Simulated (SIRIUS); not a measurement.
# KBr under changes of volume

One of the cells (35.937 Å³/atom); the others are scaled copies at fixed shape and fractional positions:

```xyz
2
Lattice="0.0000 3.3000 3.3000 3.3000 0.0000 3.3000 3.3000 3.3000 0.0000" Properties=species:S:1:pos:R:3 pbc="T T T"
Br    3.3000    3.3000    3.3000
K     0.0000    0.0000    0.0000
```

* Program: SIRIUS 7.12.0
* Functional: RPBE
* Potentials or basis: all-electron FP-LAPW
* Cutoff: 167 eV
* Basis: apw+lo standard
* k mesh: 7 × 7 × 7
* Occupations: fermi-dirac, width 0.05 eV
* Spin: no spin polarisation

```tsv
volume (Å³/atom)	energy over the lowest point (meV/atom)	gap on the mesh (eV)
33.781	?	?
34.500	43.91	4.89
35.218	31.60	4.83
35.937	21.20	4.78
36.656	12.62	4.72
37.374	5.53	4.67
38.093	0.00	4.62
```

**Question.** What does the run at 33.781 Å³/atom give?

**Answer.** Energy over the lowest point 58.35 meV/atom; gap on the mesh 4.95 eV.

Worked out: A Birch-Murnaghan fit of order 3 (a polynomial in V^(-2/3)) to the other rows has no minimum within the range. It gives 58.35 meV/atom at 33.781 Å³/atom, against the run's 58.35. A straight line through the other rows of the gap, of slope -2.73 eV per unit of ln V (its deformation potential), extrapolates to 4.95 eV, against the run's 4.95.

Energies are extrapolated to zero smearing.

Caveats: an odd mesh through Γ misses points on the zone boundary, where band edges often lie (some runs). Spin-orbit coupling on Br is left out.
